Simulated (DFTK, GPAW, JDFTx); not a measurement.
## One calculation of MgO, 3 ways

```
CELL_PARAMETERS angstrom
0.00000 2.09700 2.09700
2.09700 0.00000 2.09700
2.09700 2.09700 0.00000
ATOMIC_POSITIONS crystal
Mg 0.00000 0.00000 0.00000
O 0.50000 0.50000 0.50000
```

The cell is a database's computed one, not the measured one.

Alike in all runs: task band structure; functional r2SCAN; k mesh 11 × 11 × 11; occupations fermi-dirac, width 0.05 eV; no spin polarisation; no spin-orbit coupling. Pressure is positive in compression and, in plane waves, holds the error of the finite cutoff. Gaps are the smaller of the mesh's and the band path's.

```tsv
program and potentials	plane-wave cutoff (eV)	notes	band gap (eV)	pressure (GPa)
DFTK, SG15 1.2 (PBE)	1225	potentials made for PBE	?	?
JDFTx, SG15-PBE-1.2	1088	potentials made for PBE	5.66	-
GPAW, GPAW PAW data sets (gpaw-data 1.2.1)	800	potentials made for PBE	5.80	2.05
```

Q: Estimate from the other rows what the run with DFTK, SG15 1.2 (PBE) gave.

A: Band gap 5.66 eV; pressure 2.51 GPa. The other rows, which needn't bracket it: band gap 5.66 to 5.80; pressure 2.05.
